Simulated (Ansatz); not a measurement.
## BaHfO3 (P4mm): how ε∞ follows the gap

The empty bands of BaHfO3 (P4mm) are shifted up rigidly by Δ, and ε∞ along x is computed for each shift. x, y and z are the Cartesian axes of the input cell.

It takes space group P4mm (No. 99, tetragonal). Conventional cell: a = 4.170 Å, b = 4.170 Å, c = 4.170 Å, α = 90.00°, β = 90.00°, γ = 90.00°. Hf on site a has 6 O at 2.08 to 2.09 Å as nearest neighbours. Around Ba on site b lie 12 O at 2.94 to 2.96 Å. Around O on site a lie 2 Hf at 2.08 to 2.09 Å. O on site c has 2 Hf at 2.08 Å as nearest neighbours.

Method: Ansatz 0.2.0, PBEsol, independent particles, k-mesh 6×6×6 with interpolation inside its cells, Gaussian parameter 0.1 eV.

Launch of the response step: `ansatz run input.yaml --threads 4 --pin off --max-ram 8192MiB --backend cpu --events-out ev --progress --plain --runs-dir out`. The series took 10.4 min in all, on 4 threads of AMD EPYC (Zen 3), on a shared host.

| Δ (eV) | ε∞ along x |
| --- | --- |
| 0.00 | ? |
| 0.40 | 4.767 |
| 0.80 | 4.609 |
| 1.20 | 4.462 |
| 1.60 | 4.333 |
| 2.00 | 4.213 |

With one effective transition at E₀ and fixed dipole strength, ε∞ − 1 = A/(E₀ + Δ), so 1/(ε∞ − 1) is linear in Δ.

Working, on the rows shown:

| x = Δ (eV) | y = 1/(ε∞ − 1) |
| --- | --- |
| 0.4 | 0.265463 |
| 0.8 | 0.277085 |
| 1.2 | 0.28885 |
| 1.6 | 0.30003 |
| 2 | 0.311236 |

Means: x̄ = 1.2, ȳ = 0.28853. Σ(x − x̄)(y − ȳ) = 0.0458, Σ(x − x̄)² = 1.6. Slope = 0.0458 / 1.6 = 0.02862; intercept = ȳ − slope · x̄ = 0.25419. Turned back into ε∞ along x, the line misses the rows shown by at most 0.0038.

Question: Fill in the last column of the withheld row.

Answer: At x = 0 the line gives y = 0.25419, that is 4.934. The run gave 4.943, so the extrapolation is off by 0.0089, 1.2 % of the range in the table.

Refitted with all rows, the slope is 0.02883 and the intercept 0.25389. These give E₀ = intercept/slope = 8.8 eV, far above the least direct gap of 3.66 eV: most of the screening comes from transitions well over the edge. Over the first step ε∞ falls by 9 % per eV. Excitons are left out and so are local fields; PBEsol gaps are as a rule too small. Spin-orbit coupling is left out.
